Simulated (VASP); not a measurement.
# C (Fd-3m) in VASP: settings compared

Aim: see how the results for C move with the level of theory and the settings. Levels: PBE, LDA, HSE06, PBE0. Tasks: single point.

Everything below comes from runs of VASP 6.6.1. Logs are shortened: lines on timing, memory, paths and dates and some standing lists are left out, and cuts for length are marked.

## 1. The crystal as given

It takes space group Fd-3m (No. 227, cubic). The conventional cell has a = 3.567 Å, b = 3.567 Å, c = 3.567 Å, α = 90.00°, β = 90.00°, γ = 90.00°. Around C (site symmetry -43m) lie 4 C at 1.54 Å.

This isn't the form of C at room conditions, which is graphite.

## 2. Single point, PBE

The input, INCAR:

```
SYSTEM = C
ALGO = Normal
EDIFF = 1E-7
ENCUT = 420
GGA = PE
ISIF = 2
ISMEAR = 0
LASPH = .TRUE.
LCHARG = .FALSE.
LREAL = .FALSE.
LWAVE = .FALSE.
NELM = 80
PREC = Accurate
SIGMA = 0.05
```

The input, KPOINTS:

```
k-points
0
G
  8 8 8
  0 0 0
```

The input, POSCAR:

```
C
1.0
    0.0000000000      1.7835000000      1.7835000000
    1.7835000000      0.0000000000      1.7835000000
    1.7835000000      1.7835000000      0.0000000000
C
2
Direct
    0.0000000000      0.0000000000      0.0000000000
    0.2500000000      0.2500000000      0.2500000000
```

Potentials or basis: VASP PAW PBE potentials, release 64 (C).

The run is started by

```
> cat potpaw_PBE.64/C/POTCAR > POTCAR
> mpirun -np 1 vasp_std > vasp.out
```

OUTCAR:

```text
SYSTEM = C
   EDIFF = 1E-7
   ENCUT = 420
   GGA = PE
   ISIF = 2
   ISMEAR = 0
   LASPH = .TRUE.
   LREAL = .FALSE.
   NELM = 80
   PREC = Accurate

 ion  position               nearest neighbor table
   1  0.000  0.000  0.000-   2 1.54   2 1.54   2 1.54   2 1.54
   2  0.250  0.250  0.250-   1 1.54   1 1.54   1 1.54   1 1.54

  LATTYP: Found a face centered cubic cell.
 ALAT       =     3.5670000000

  Lattice vectors:

 A1 = (   0.0000000000,   1.7835000000,   1.7835000000)
 A2 = (   1.7835000000,   0.0000000000,   1.7835000000)
 A3 = (   1.7835000000,   1.7835000000,   0.0000000000)

Analysis of symmetry for initial positions (statically):
=====================================================================
 Subroutine PRICEL returns:
 Original cell was already a primitive cell.

 Routine SETGRP: Setting up the symmetry group for a
 face centered cubic supercell.

 Subroutine GETGRP returns: Found 48 space group operations
 (whereof 24 operations were pure point group operations)
 out of a pool of 48 trial point group operations.

The static configuration has the point symmetry T_d .
 The point group associated with its full space group is O_h .

Analysis of symmetry for dynamics (positions and initial velocities):
=====================================================================
 Subroutine PRICEL returns:
 Original cell was already a primitive cell.

 Routine SETGRP: Setting up the symmetry group for a
 face centered cubic supercell.

 Subroutine GETGRP returns: Found 48 space group operations
 (whereof 24 operations were pure point group operations)
 out of a pool of 48 trial point group operations.

The dynamic configuration has the point symmetry T_d .
 The point group associated with its full space group is O_h .

 Subroutine INISYM returns: Found 48 space group operations
 (whereof 24 operations are pure point group operations),
 and found     1 'primitive' translations

----------------------------------------------------------------------------------------

                                     Primitive cell

  volume of cell :      11.3462

  direct lattice vectors                    reciprocal lattice vectors
     0.000000000  1.783500000  1.783500000    -0.280347631  0.280347631  0.280347631
     1.783500000  0.000000000  1.783500000     0.280347631 -0.280347631  0.280347631
     1.783500000  1.783500000  0.000000000     0.280347631  0.280347631 -0.280347631

  length of vectors
     2.522249888  2.522249888  2.522249888     0.485576341  0.485576341  0.485576341
[... 87 lines left out ...]
   ISIF   =      2    stress and relaxation
   ISYM   =      2    0-nonsym 1-usesym 2-fastsym
   POTIM  = 0.5000    time-step for ionic-motion
   TEBEG  =    0.0;   TEEND  =   0.0 temperature during run
   PSTRESS=    0.0 pullay stress
   NELECT =       8.0000    total number of electrons
   NUPDOWN=      -1.0000    fix difference up-down
   EMIN   =  10.00;   EMAX   =-10.00  energy-range for DOS
   EFERMI =   0.00;   METHOD = LEGACY
   ISMEAR =     0;   SIGMA  =   0.05  broadening in eV -4-tet -1-fermi 0-gaus
   EFERMI_NEDOS =   21; number of points for ismear=-14 and -15
   IALGO  =     38    algorithm
   IMIX   =      4    mixing-type and parameters
     AMIX     =   0.40;   BMIX     =  1.00
     AMIX_MAG =   1.60;   BMIX_MAG =  1.00
  volume/ion in A,a.u.               =       5.67        38.28
  Fermi-wavevector in a.u.,A,eV,Ry     =   1.457097  2.753514 28.886949  2.123131
  Thomas-Fermi vector in A             =   2.573938
   LORBIT       =      0    0 simple, 1 ext, 2 COOP (PROOUT), +10 PAW based schemes
   GGA     = PE    functional components
   LHFCALC =     F    Hartree Fock is set to
   AEXX    =    0.0000 exact exchange contribution
   IVDW    =     0    specifies the selected vdW correction
   LEPSILON=     F    determine dielectric tensor
   LRPA    =     F    only Hartree local field effects (RPA)
 non-spin polarized calculation
 Gauss-broadening in eV      SIGMA  =   0.05
  energy-cutoff  :      420.00
  volume of cell :       11.35
 maximum number of plane-waves:       229
 NGX is ok and might be reduce to    18
   NGX =  9   NGY =  9   NGZ =  9

 number of electron       8.0000003 magnetization

 Free energy of the ion-electron system (eV)
  ---------------------------------------------------
  ext. energy  EPLUGINS =         0.00000000
  ---------------------------------------------------
  free energy    TOTEN  =       -18.18979868 eV

  energy without entropy =      -18.18979868  energy(sigma->0) =      -18.18979868

 E-fermi :   9.9511     XC(G=0): -13.2494

 val. band max:        9.7377565567   @ k =   0.0000   0.0000   0.0000
 cond. band min:      13.8594226885   @ k =   0.3750   0.3750   0.0000
 fundamental gap:      4.1216661318
 Fermi energy:         9.9511472051

 k-point     1 :       0.0000    0.0000    0.0000
  band No.  band energies     occupation
      1     -11.7491      2.00000
      2       9.7378      2.00000
      3       9.7378      2.00000
      4       9.7378      2.00000
      5      15.3176      0.00000
      6      15.3176      0.00000
      7      15.3176      0.00000
      8      23.0482      0.00000
[... 243 lines left out ...]
 k-point    24 :      -0.3750    0.2500    0.1250
  band No.  band energies     occupation
      1      -4.9646      2.00000
      2      -2.6354      2.00000
      3       3.4133      2.00000
      4       5.0408      2.00000
      5      18.0341      0.00000
      6      19.1786      0.00000
      7      22.7900      0.00000
      8      24.6110      0.00000

 [... further k-points ...]

------------------------ aborting loop because EDIFF is reached ----------------------------------------

  FORCE on cell =-STRESS in cart. coord.  units (eV):
  Direction    XX          YY          ZZ          XY          YZ          ZX
  --------------------------------------------------------------------------------------
  -------------------------------------------------------------------------------------
  Total       -0.0129279     -0.0129279     -0.0129279      0.0000000      0.0000000      0.0000000
  in kB       -1.8255307     -1.8255307     -1.8255307      0.0000000      0.0000000      0.0000000
  external PRESSURE =      -1.8255307 kB  Pullay stress =       0.0000000 kB

 VOLUME and BASIS-vectors are now :
 -----------------------------------------------------------------------------
  energy-cutoff  :      420.00
  volume of cell :       11.35
      direct lattice vectors                 reciprocal lattice vectors
     0.000000000  1.783500000  1.783500000    -0.280347631  0.280347631  0.280347631
     1.783500000  0.000000000  1.783500000     0.280347631 -0.280347631  0.280347631
     1.783500000  1.783500000  0.000000000     0.280347631  0.280347631 -0.280347631

 POSITION                                       TOTAL-FORCE (eV/Angst)
 -----------------------------------------------------------------------------------
      0.00000      0.00000      0.00000         0.000000     -0.000000      0.000000
      0.89175      0.89175      0.89175        -0.000000      0.000000     -0.000000
 -----------------------------------------------------------------------------------
    total drift:                               -0.000000     -0.000000     -0.000000

  FREE ENERGIE OF THE ION-ELECTRON SYSTEM (eV)
  ---------------------------------------------------
  free  energy   TOTEN  =       -18.1897986838 eV

  energy  without entropy=      -18.1897986838  energy(sigma->0) =      -18.18979868
```

stdout:

```text
POSCAR found type information on POSCAR C
 POSCAR found :  1 types and       2 ions
 scaLAPACK will be used
 LDA part: xc-table for (Slater+PW92), standard interpolation
 POSCAR, INCAR and KPOINTS ok, starting setup
 FFT: planning ... GRIDC
 FFT: planning ... GRID_SOFT
 FFT: planning ... GRID
 WAVECAR not read
 entering main loop
```

Wall time 7.3 s (1 thread of Intel Xeon Platinum 8559C (Emerald Rapids), shared host); peak memory 0.1 GiB.

What came out:

```yaml
Free_energy: -18.1898 eV
Band_gap_on_the_k_mesh: 4.12 eV, indirect (least direct gap 5.58 eV)
```

Caveat: the cutoff is under 1.25 times the usual one of these potentials, so pressure, stress and relaxed cells hold a basis-set (Pulay) error. A k mesh can miss the band edges.

## 3. Single point, LDA

INCAR, as its differences from that of step 2:

```diff
@@ -4,3 +4,2 @@
 ENCUT = 420
-GGA = PE
 ISIF = 2
```

KPOINTS is that of step 2.

POSCAR is that of step 2.

Potentials or basis: VASP PAW LDA potentials, release 64 (C).

The run is started by

```
> cat potpaw_LDA.64/C/POTCAR > POTCAR
> mpirun -np 1 vasp_std > vasp.out
```

It took 7.8 s on 1 thread of Intel Xeon Platinum 8559C (Emerald Rapids), shared host; peak memory 0.1 GiB.

It converged, with:

```
Free energy            : -20.2417 eV
Band gap on the k mesh : 4.09 eV, indirect (least direct gap 5.53 eV)
```

Levels at points of the mesh, in eV from the valence-band top:
```
           k point  band 1  band 2  band 3  band 4  band 5  band 6  band 7  band 8
(0.00, 0.00, 0.00)  -21.33    0.00    0.00    0.00    5.53    5.53    5.53   13.54
(0.50, 0.00, 0.00)  -15.49  -13.37   -2.80   -2.80    8.38    8.38    8.99   15.41
(0.50, 0.50, 0.00)  -12.62  -12.62   -6.30   -6.30    4.69    4.69   16.64   16.64
```

Caveat: the cutoff is under 1.25 times the usual one of these potentials, so pressure, stress and relaxed cells hold a basis-set (Pulay) error. Expect the measured gap to be larger: semilocal functionals such as LDA lack the derivative discontinuity.

## 4. Single point, HSE06

POSCAR is that of step 3.

The input, INCAR.step1:

```
SYSTEM = C
ALGO = Normal
EDIFF = 1E-5
ENCUT = 420
GGA = PE
ISIF = 2
ISMEAR = 0
LASPH = .TRUE.
LCHARG = .FALSE.
LREAL = .FALSE.
LWAVE = .TRUE.
NELM = 80
PREC = Accurate
SIGMA = 0.05
```

The input, INCAR.step2:

```
SYSTEM = C
ALGO = Normal
EDIFF = 1E-7
ENCUT = 420
GGA = PE
HFSCREEN = 0.2
ISIF = 2
ISMEAR = 0
ISTART = 1
LASPH = .TRUE.
LCHARG = .FALSE.
LHFCALC = .TRUE.
LREAL = .FALSE.
LWAVE = .FALSE.
NELM = 80
PREC = Accurate
PRECFOCK = Fast
SIGMA = 0.05
```

KPOINTS is that of step 3.

Potentials or basis: VASP PAW PBE potentials, release 64 (C).

The run is started by

```
> cat potpaw_PBE.64/C/POTCAR > POTCAR
> cp INCAR.step1 INCAR
> mpirun -np 1 vasp_std > vasp.out
> cp INCAR.step2 INCAR
> mpirun -np 1 vasp_std > vasp.out
```

Run time: 3.6 min. Hardware: 1 thread of Intel Xeon Platinum 8559C (Emerald Rapids), shared host; peak memory 0.2 GiB.

Results (log left out):

```
Free energy            : -21.0965 eV
Band gap on the k mesh : 5.29 eV, indirect (least direct gap 6.98 eV)
```

Levels at points of the mesh, in eV from the valence-band top:
| k point | band 2 | band 3 | band 4 | band 5 | band 6 | band 7 |
| --- | --- | --- | --- | --- | --- | --- |
| (0.00, 0.00, 0.00) | 0.00 | 0.00 | 0.00 | 6.98 | 6.98 | 6.98 |
| (0.50, 0.00, 0.00) | -14.63 | -3.08 | -3.08 | 10.04 | 10.04 | 10.35 |
| (0.50, 0.50, 0.00) | -14.09 | -6.88 | -6.88 | 5.92 | 5.92 | 19.26 |

Caveat: the cutoff is under 1.25 times the usual one of these potentials, so pressure, stress and relaxed cells hold a basis-set (Pulay) error; the PAW data sets were made with another functional, which shifts forces and pressure a little. A k mesh can miss the band edges.

## 5. Single point, PBE0

POSCAR is that of step 4.

INCAR.step1 is that of step 4.

INCAR.step2, as its differences from that of step 4:

```diff
@@ -1,2 +1,3 @@
 SYSTEM = C
+AEXX = 0.25
 ALGO = Normal
@@ -5,3 +6,3 @@
 GGA = PE
-HFSCREEN = 0.2
+HFRCUT = -1
 ISIF = 2
```

KPOINTS is that of step 4.

The run is started by

```
> cat potpaw_PBE.64/C/POTCAR > POTCAR
> cp INCAR.step1 INCAR
> mpirun -np 1 vasp_std > vasp.out
> cp INCAR.step2 INCAR
> mpirun -np 1 vasp_std > vasp.out
```

Run time: 2.3 min. Hardware: 1 thread of Intel Xeon Platinum 8559C (Emerald Rapids), shared host; peak memory 0.11 GiB.

The run converged. Its results:

```yaml
Free_energy: -22.1304 eV
Band_gap_on_the_k_mesh: 6.02 eV, indirect (least direct gap 7.69 eV)
```

Levels at points of the mesh, in eV from the valence-band top:
```
           k point  band 1  band 2  band 3  band 4  band 5  band 6  band 7  band 8
(0.00, 0.00, 0.00)  -23.60    0.00    0.00    0.00    7.69    7.69    7.69   16.02
(0.50, 0.00, 0.00)  -17.39  -14.69   -3.10   -3.10   10.77   10.77   11.09   18.39
(0.50, 0.50, 0.00)  -14.14  -14.14   -6.92   -6.92    6.65    6.65   20.00   20.00
```

Caveat: the cutoff is under 1.25 times the usual one of these potentials, so pressure, stress and relaxed cells hold a basis-set (Pulay) error; the PAW data sets were made with another functional, which shifts forces and pressure a little. A k mesh can miss the band edges.

## 6. Summary

| level | potentials or basis | grid for exact exchange (PRECFOCK) | screening parameter | exchange at q = 0 | gap on the mesh (eV) |
| --- | --- | --- | --- | --- | --- |
| PBE | VASP PAW PBE potentials, release 64 (C) | - | - | - | 4.12 |
| LDA | VASP PAW LDA potentials, release 64 (C) | - | - | - | 4.09 |
| HSE06 | VASP PAW PBE potentials, release 64 (C) | Fast | 0.2 1/A | - | 5.29 |
| PBE0 | VASP PAW PBE potentials, release 64 (C) | Fast | - | truncated | 6.02 |

Alike in all rows: task single point; no spin polarisation; cell as given; k mesh 8 × 8 × 8; cutoff (eV) 420; smearing gaussian 0.05 eV.

Caveats: the cutoff is under 1.25 times the usual one of these potentials, so pressure, stress and relaxed cells hold a basis-set (Pulay) error; the PAW data sets were made with another functional, which shifts forces and pressure a little (some runs).

Absolute energies hang on the potentials; compare differences alone.
